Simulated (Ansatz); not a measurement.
**¹⁷⁹Hf nuclear quadrupole resonance in HfO2 under strain**

Cell: an entry of the Crystallography Open Database (COD), relaxed with PBE at fixed cell and then changed (z stretched by 3 %, ions relaxed).

```cif
data_structure
_symmetry_space_group_name_H-M 'P 1'
_symmetry_Int_Tables_number 1
_cell_length_a 3.6715
_cell_length_b 3.6715
_cell_length_c 3.6169
_cell_angle_alpha 60.491
_cell_angle_beta 60.491
_cell_angle_gamma 59.018
_cell_volume 34.46
loop_
_atom_site_label
_atom_site_type_symbol
_atom_site_fract_x
_atom_site_fract_y
_atom_site_fract_z
_atom_site_occupancy
Hf1 Hf 0.00000 0.00000 0.00000 1
O2 O 0.25000 0.25000 0.25000 1
O3 O 0.75000 0.75000 0.75000 1
```

Atom numbers follow the list; atoms alike are taken as one site, whose name carries the number of the first.

All values are calculated (Ansatz; DFT, PBE, plane waves and PAW, scalar-relativistic, 420 eV cutoff, Γ-centred 10×10×10 k-points, Fermi–Dirac smearing 0.02 eV), not measured.

¹⁷⁹Hf: I = 9/2, Q = 3793 mb (year-2017 value). Static lattice, zero field.

Problem. The simulated lines lie at 13.4, 26.8, 40.1, 53.5 MHz. What are |C_Q|, η and |V_zz| at Hf?

Solution. For I = 9/2 and η = 0 the lines are |C_Q|/24 times 1, 2, 3 and 4; η shifts the lowest up most. Here |C_Q| = 321 MHz, η = 0.00 and |V_zz| = 3.50 × 10²¹ V/m². The calculation gives V_zz negative; the lines don't show the sign. The site has 8 O at 2.24 Å.

An axis of threefold or higher order runs through Hf, so V_zz lies along it and η is zero.

Without spin–orbit coupling the gradients at and beside Hf can be off by some per cent, at some sites by more. At this changed cell the PBE pressure is -9 GPa.
